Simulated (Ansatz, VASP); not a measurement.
## Si in VASP and in Ansatz

The input INCAR:

```
PREC     = Accurate       # precision mode
ENCUT    = 600            # plane-wave cutoff, eV
EDIFF    = 1E-6           # SCF threshold, eV
ISMEAR   = -1             # smearing method
SIGMA    = 0.05           # smearing width, eV
LREAL    = F              # projectors in reciprocal space
LASPH    = T              # aspherical terms in the spheres
NELM     = 60             # most SCF steps
ALGO     = Fast           # electronic algorithm
ISIF     = 3              # what is computed and relaxed
LWAVE    = F              # write WAVECAR
LCHARG   = F              # write CHGCAR
GGA      = PE             # functional
IBRION   = 2              # ionic algorithm
NSW      = 60             # ionic steps
EDIFFG   = -0.01          # ionic threshold
```

KPOINTS

```
regular mesh
0
Gamma
  8 8 8
```

The input POSCAR:

```
Si
1.0
    0.0000000000      2.7218511865      2.7218511865
    2.7218511865      0.0000000000      2.7218511865
    2.7218511865      2.7218511865      0.0000000000
Si
2
Direct
    0.5000000000      0.5000000000      0.5000000000
    0.7500000000      0.7500000000      0.7500000000
```

File input.yaml:

```yaml
crystal:
  lattice:
    - [0.0, 2.7218511865, 2.7218511865]
    - [2.7218511865, 0.0, 2.7218511865]
    - [2.7218511865, 2.7218511865, 0.0]
  atoms:
    - { symbol: Si, position: [0.5, 0.5, 0.5] }
    - { symbol: Si, position: [0.75, 0.75, 0.75] }
hamiltonian:
  xc: pbe
  pseudopotentials: { kind: paw }
kpoints:
  mp_grid: { grid: [8, 8, 8] }
scf:
  occupations: { method: fermi_dirac, width: 0.05 }
output:
  forces: true
  stress: true
  eigenvalues: true
relax:
  f_tol: 0.01
  max_steps: 40
  cell: { stress_tol: 0.05 }
```

Alike in both runs: task relaxation of cell and atoms; functional PBE; k mesh 8 × 8 × 8; occupations fermi-dirac, width 0.05 eV; no spin polarisation.

|  | VASP | Ansatz |
| --- | --- | --- |
| version | VASP 6.6.1 | Ansatz 0.2.0 |
| potentials or method | VASP PAW PBE potentials, release 64 (Si) | Ansatz PAW |
| plane-wave cutoff (eV) | 600 | 420 |
| valence electrons in the cell | 8 | 8 |

|  | VASP | Ansatz | Ansatz less VASP |
| --- | --- | --- | --- |
| gap on the k mesh at the Fermi level, each at its own relaxed structure (eV) | 0.65 | 0.65 | -0.002 |
| relaxed volume (Å³/atom) | 20.44 | 20.46 | +0.015 |
| relaxed cell length with the largest relative difference (Å) | 3.867 | 3.868 | +0.0010 |
| energy change over the relaxation (meV/atom) | -1 | -1 | -0.1 |

Caveats: the plane-wave basis is chosen anew once the cell has moved, so the energies of steps on either side of that aren't comparable (Ansatz). A k mesh can miss the band edges.
